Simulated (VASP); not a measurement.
Output of a VASP run:

OSZICAR:
```
       N       E                     dE             d eps       ncg     rms          rms(c)
DAV:   1     0.593832516138E+03    0.59383E+03   -0.26831E+04  1936   0.447E+03
DAV:   2     0.516468168616E+02   -0.54219E+03   -0.52367E+03  1614   0.952E+02
DAV:   3    -0.407812620018E+02   -0.92428E+02   -0.91638E+02  1712   0.232E+02
DAV:   4    -0.457540938216E+02   -0.49728E+01   -0.49551E+01  1747   0.637E+01
DAV:   5    -0.458841457572E+02   -0.13005E+00   -0.12999E+00  1786   0.103E+01    0.136E+01
DAV:   6    -0.412171742341E+02    0.46670E+01   -0.16282E+01  2359   0.830E+01    0.461E+00
DAV:   7    -0.412137907238E+02    0.33835E-02   -0.13545E+00  1698   0.695E+00    0.269E+00
DAV:   8    -0.411672918885E+02    0.46499E-01   -0.16545E-01  2187   0.544E+00    0.519E-01
DAV:   9    -0.411605177197E+02    0.67742E-02   -0.36521E-02  2248   0.323E+00    0.153E-01
DAV:  10    -0.411607247635E+02   -0.20704E-03   -0.23174E-03  1775   0.383E-01    0.653E-02
DAV:  11    -0.411607339791E+02   -0.92156E-05   -0.11855E-04  2095   0.197E-01    0.195E-02
DAV:  12    -0.411607325947E+02    0.13844E-05   -0.12070E-05  2182   0.835E-02    0.476E-03
DAV:  13    -0.411607328299E+02   -0.23519E-06   -0.66861E-06  2144   0.238E-02
   1 F= -.41160733E+02 E0= -.41160733E+02  d E =-.411607E+02
```

OUTCAR:
```
------------------------ aborting loop because EDIFF is reached ----------------------------------------
  FORCE on cell =-STRESS in cart. coord.  units (eV):
  Direction    XX          YY          ZZ          XY          YZ          ZX
  --------------------------------------------------------------------------------------
  Total        0.0401985      0.0401985      0.0094320     -0.0000000      0.0000000      0.0000000
  in kB        1.1396163      1.1396163      0.2673938     -0.0000000      0.0000000      0.0000000
  external PRESSURE =       0.8488755 kB  Pullay stress =       0.0000000 kB
  volume of cell :       56.51
      direct lattice vectors                 reciprocal lattice vectors
     4.424231300  0.000000000  0.000000000     0.226027966  0.000000000  0.000000000
     0.000000000  4.424231300  0.000000000     0.000000000  0.226027966  0.000000000
     0.000000000  0.000000000  2.887258822     0.000000000  0.000000000  0.346349275
 POSITION                                       TOTAL-FORCE (eV/Angst)
 -----------------------------------------------------------------------------------
      0.00000      0.00000      0.00000         0.000000      0.000000      0.000000
      2.21212      2.21212      1.44363         0.000000      0.000000      0.000000
      1.35483      1.35483      0.00000        -0.004621     -0.004621      0.000000
      3.56695      0.85728      1.44363        -0.004621      0.004621      0.000000
      0.85728      3.56695      1.44363         0.004621     -0.004621      0.000000
      3.06940      3.06940      0.00000         0.004621      0.004621      0.000000
 -----------------------------------------------------------------------------------
    total drift:                               -0.000000      0.000000      0.000000
  FREE ENERGIE OF THE ION-ELECTRON SYSTEM (eV)
  ---------------------------------------------------
  free  energy   TOTEN  =       -41.1607328299 eV

  energy  without entropy=      -41.1607328299  energy(sigma->0) =      -41.16073283

 reached required accuracy - stopping structural energy minimisation
```
(Selected blocks of OUTCAR.)

**POSCAR**
```
GeO2
1
    4.4242313004    -0.0000000000     0.0000000000
   -0.0000000000     4.4242313004     0.0000000000
    0.0000000000     0.0000000000     2.8872588222
Ge O
2 4
Direct
  1.0000000000   1.0000000000   1.0000000000
  0.5000000000   0.5000000000   0.5000000000
  0.3062297070   0.3062297070   0.0000000000
  0.8062297070   0.1937702930   0.5000000000
  0.1937702930   0.8062297070   0.5000000000
  0.6937702930   0.6937702930   0.0000000000
```

Task: Reconstruct the remaining input files.

Result: One answer among several that fit: the input of the run itself, PBEsol GGA, plane waves, VASP's PBE PAW potentials (set 64).

File KPOINTS:
```
Automatic mesh
0
gamma
 5 5 7
0 0 0
```

**INCAR**
```
SYSTEM = GeO2
PREC = Accurate
ENCUT = 520
EDIFF = 1E-6
NELM = 100
ALGO = Normal
LREAL = .FALSE.
LASPH = .TRUE.
ISMEAR = 0
SIGMA = 0.05
GGA = PS
LMAXMIX = 4
LWAVE = .FALSE.
LCHARG = .FALSE.
IBRION = 2
ISIF = 3
NSW = 60
EDIFFG = -0.02
```

POTCAR, in this order: Ge_d O (PBE.64 set). Program: vasp_std.

The compound is GeO2 in the rutile structure. It was relaxed first. The start is the result of an earlier pass.
